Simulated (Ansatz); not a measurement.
**Pb, diamond: how the functional moves the structure**

All rows: Ansatz, plane waves with scalar-relativistic PAW, 420 eV (500 eV for the SCAN forms), relaxed under each functional, no dispersion correction, no zero-point motion. B₀ comes from uniform scaling at fixed shape; a dash is a value not given.

```
functional  V (Å³/atom)         cell  B₀ (GPa)     magnetic state  ΔE to fcc (meV/atom)
       PBE        44.03  a = 7.062 Å        25  spin not included                   259
    r²SCAN        42.02  a = 6.953 Å        30  spin not included                   176
    PBEsol        41.29  a = 6.913 Å        30  spin not included                   324
       LDA        39.78  a = 6.827 Å        34  spin not included                   311
    revPBE        45.49  a = 7.140 Å        23  spin not included                   227
      RPBE        46.07  a = 7.170 Å        22  spin not included                   216
      BLYP        47.40  a = 7.238 Å        21  spin not included                    67
```

LDA gives the smallest volume and BLYP the largest.
